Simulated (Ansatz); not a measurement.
A plane-wave DFT run in Ansatz 0.2.0 (scalar-relativistic PAW potentials unless the input names others): input and command.

```yaml
crystal:
  lattice:
    - [3.5520721992, 0.0, 0.0]
    - [-1.7760360996, 3.0761847606, 0.0]
    - [0.0, 0.0, 11.9337247182]
  atoms:
    - { symbol: Mn, position: [0.0, 0.0, 0.0], spin: 3.75 }
    - { symbol: As, position: [0.6666666667, 0.3333333333, 0.1234253104] }
    - { symbol: Mn, position: [0.3333333333, 0.6666666667, 0.25], spin: 3.61 }
    - { symbol: As, position: [0.6666666667, 0.3333333333, 0.3765746896] }
    - { symbol: Mn, position: [0.0, 0.0, 0.5], spin: 3.75 }
    - { symbol: As, position: [0.3333333333, 0.6666666667, 0.6234253104] }
    - { symbol: Mn, position: [0.6666666667, 0.3333333333, 0.75], spin: 3.61 }
    - { symbol: As, position: [0.3333333333, 0.6666666667, 0.8765746896] }
basis:
  ecutwfc: 420
kpoints:
  mp_grid: { grid: [21, 21, 6] }
hamiltonian:
  xc: pbesol
  pseudopotentials: { kind: nc }
scf:
  occupations: { method: gaussian, width: 0.1 }
  lower_state_search: "off"
  max_iter: 100
output:
  forces: true
  eigenvalues: true
  stress: true
magnetization:
  spin_polarized: true
  spin_orbit: true
```

```bash
ansatz run input.yaml --threads 2 --pin off --max-ram 4096MiB --backend cpu --events-out ev --progress --plain --runs-dir out
```

Problem. Will this input run?

Solution. The program refuses it, because of spin-orbit coupling on scalar files and without noncollinear: true (magnetization: {"spin_polarized": true} → {"spin_polarized": true, "spin_orbit": true}; hamiltonian.pseudopotentials: not typed → {"kind": "nc"}). With the sound run's settings it is accepted.

Abridged log:
```
Error: 2 input errors — fix all and re-run
  1. inconsistent input (magnetization.spin_orbit, magnetization.noncollinear): true requires noncollinear: true — spin–orbit coupling acts on 2-spinor wavefunctions; set both flags
  2. inconsistent input (magnetization.spin_orbit, hamiltonian.pseudopotentials.kind): true requires a fully-relativistic hamiltonian.pseudopotentials.kind (nc_fr or paw_fr), or kind: all_electron without datasets and azcp, which then solves Dirac's equation on LAPW. paw_fr resolves this project's PAW files (source: ansatz) by j as it reads them
```